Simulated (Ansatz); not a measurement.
Relaxed bulk MoP:

```
Mo P
1.0
     3.24104    0.00000    0.00000
    -1.62052    2.80683    0.00000
     0.00000    0.00000    3.19523
Mo P
1 1
Direct
  0.00000 0.00000 0.00000
  0.33333 0.66667 0.50000
```

Miller indices refer to the conventional cell of P-6m2 (No. 187), a = 3.241 Å, b = 3.241 Å, c = 3.195 Å, α = 90.00°, β = 90.00°, γ = 120.00°.

The (101) slab of 12 planes, 10.9 Å thick with 15 Å of vacuum as cut; outer planes Mo (top) and P (bottom).

Method: Ansatz 0.2.0, DFT PBE, scalar-relativistic, plane waves, PAW. Settings: cutoff 420 eV, Γ-centred mesh 11×8×1 on the computed 12-atom cell, Gaussian smearing of 0.10 eV; no spin polarisation. The cell repeats along c with a dipole correction in the vacuum.

With the atoms at the bulk's places:

For the slab as cut, the surface energy (mean of both faces) is 2.18 J/m² and the work function is 4.12 eV (top), 4.70 eV (bottom). The dipole of the slab along +c, per cell is 0.04 e·Å.

Q: What changes when all atoms relax within this surface cell and its symmetry?

A: The energy falls by 0.237 J/m² a face, and the largest move is 0.23 Å.

For the relaxed slab, the surface energy (mean of both faces) is 1.95 J/m² and the work function is 4.40 eV (top), 4.86 eV (bottom). The dipole of the slab along +c, per cell is 0.04 e·Å.

```
plane (bottom to top) atoms spacing to next, bulk (Å) relaxed (Å) change (%)
                    1      P                      0.351        0.533       +51.7
                    2     Mo                      1.757        1.632        -7.1
                    3      P                      0.351        0.348        -1.0
                    4     Mo                      1.757        1.757         0.0
                    5      P                      0.351        0.371        +5.5
                    6     Mo                      1.757        1.763        +0.3
                    7      P                      0.351        0.320        -9.0
                    8     Mo                      1.757        1.752        -0.3
                    9      P                      0.351        0.365        +4.0
                   10     Mo                      1.757        1.984       +12.9
                   11      P                      0.351       -0.047      -113.3
                   12     Mo
```